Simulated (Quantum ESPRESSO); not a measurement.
# GaAs: phonons with PBE

**What was measured.**

From a printed reference work, textbook, for a bulk crystal of GaAs at 300 K: high-frequency dielectric constant 10.89.

Crystal: GaAs.

```
As Ga
1.0
     0.00000    2.82685    2.82685
     2.82685    0.00000    2.82685
     2.82685    2.82685    0.00000
As Ga
1 1
Direct
  0.75000 0.75000 0.75000
  0.00000 0.00000 0.00000
```

```yaml
Program: Quantum ESPRESSO 7.5
Task: phonons
Functional: PBE
Potentials_or_basis: SSSP 1.3 efficiency PBE
Cutoff: 952 eV
Density_cutoff: 7619 eV
k_mesh: 6 × 6 × 6, shifted
Occupations: fermi-dirac, width 0.05 eV
Spin: no spin polarisation
Mixing_beta: 0.5
Most_SCF_iterations: 120
SCF_threshold: 4e-10 Ry
```

```yaml
Relaxed_volume: 23.71 Å³/atom
Relaxed_cell: a = 4.063 Å, b = 4.063 Å, c = 4.063 Å, α = 60.00°, β = 60.00°, γ = 60.00°
Space_group_after_relaxing_to_0.05_Å: F-43m (No. 216)
Pressure_after_relaxing: 0.0 GPa
Electronic_dielectric_tensor_diagonal: 15.19
Born_charges_mean_of_the_diagonal: As -2.26; Ga +2.23 e
Highest_phonon_frequency_at_Γ_LO-TO_splitting_left_out: 254 cm⁻¹
Static_dielectric_tensor_diagonal: 17.44
```

The path:
```
step  energy change (eV)  largest force (eV/Å)  pressure (GPa)  volume (Å³)
   1              0.0000                0.0000            3.36        45.18
   2             -0.0132                0.0000            2.09        45.96
   3             -0.0209                0.0000            0.81        46.82
   4             -0.0224                0.0000            0.05        47.39
   5             -0.0224                0.0000            0.00        47.42
```

Final structure:
```
CELL_PARAMETERS angstrom
0.00000 2.87288 2.87288
2.87288 0.00000 2.87288
2.87288 2.87288 0.00000
ATOMIC_POSITIONS crystal
As 0.75000 0.75000 0.75000
Ga 0.00000 0.00000 0.00000
```

Levels at points of the mesh, in eV from the valence-band top:
| k point | band 7 | band 8 | band 9 | band 10 | band 11 | band 12 |
| --- | --- | --- | --- | --- | --- | --- |
| (0.08, 0.08, 0.08) | -1.17 | 0.00 | 0.00 | 1.23 | 3.95 | 3.99 |

Phonon frequencies in cm⁻¹ (negative: imaginary):
| q point | frequencies |
| --- | --- |
| (0.000, 0.000, 0.000) | 5 5 5 254 254 254 |

Electronic dielectric tensor:
```
15.19  0.00  0.00
 0.00 15.19  0.00
 0.00  0.00 15.19
```

Born effective charge tensors (e):
atom 1, As
```
-2.26  0.00  0.00
 0.00 -2.26  0.00
 0.00  0.00 -2.26
```
atom 2, Ga
```
2.23 0.00 0.00
0.00 2.23 0.00
0.00 0.00 2.23
```

Optical modes at Γ, degenerate ones joined, polar ones without the macroscopic field:
| cm⁻¹ | components | symmetry | active in | IR intensity, summed ((D/Å)²/amu) |
| --- | --- | --- | --- | --- |
| 254 | 3 | T2 | IR and Raman | 9.64 |

Zone-centre frequencies without and with the macroscopic field along z (cm⁻¹):
```tsv
	optical modes in rising order
without	254 254 254
with the field	254 254 272
```

Static dielectric tensor, electrons and zone-centre modes:
```
17.44  0.00  0.00
 0.00 17.44  0.00
 0.00  0.00 17.44
```

It took 20 min on 1 thread of Arm Neoverse V2, on a shared host, peak memory 0.31 GiB.

Measured high-frequency dielectric constant of GaAs: 10.89 (300 K; a printed reference work, textbook). This calculation gives 15.19 (+39.5 %). So large a miss can be the level of theory's own, or it may mean another phase, state or a wrong row.

Caveat: the shifted mesh misses Γ, where the gap is smaller or closed, so treating the crystal as an insulator may be wrong and the dielectric response too small.
